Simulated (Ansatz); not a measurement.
**AlNi5: zone-centre modes**

All numbers below come from DFT PBE, scalar-relativistic, plane waves, PAW (Ansatz). Plane waves to 420 eV; Γ-centred k mesh 12×12×10; Gaussian smearing of 0.20 eV. Collinear spin, site moments 0.0, 0.2, 0.3, 0.3, 0.3, 0.3 μB. Phonons by linear response, acoustic sum rule imposed.

Equilibrium structure at this level:
```
CELL_PARAMETERS angstrom
1.78392 -5.30952 0.00000
1.78392 5.30952 0.00000
0.00000 0.00000 3.54008
ATOMIC_POSITIONS crystal
Al 0.50000 0.50000 0.50000
Ni 0.00000 0.00000 0.00000
Ni 0.66895 0.33105 0.00000
Ni 0.83255 0.16745 0.50000
Ni 0.16745 0.83255 0.50000
Ni 0.33105 0.66895 0.00000
```

It was reached by relaxing an invented guess, and it needn't be the stable form of this composition. In a metal, frequencies depend on the k mesh and the smearing, soft modes most.

Optical modes at Γ:
```
frequency (THz)  degeneracy
           5.39           1
           5.56           1
           5.58           1
           5.71           1
           6.16           1
           6.29           1
           6.32           1
           6.71           1
           6.86           1
           7.42           1
           7.67           1
           7.85           1
           9.55           1
           9.61           1
           9.68           1
```

All 15 optical modes at Γ are real: no displacement of atoms at fixed cell lowers the energy to second order. Strains and modes at other wave vectors aren't tested by this run.
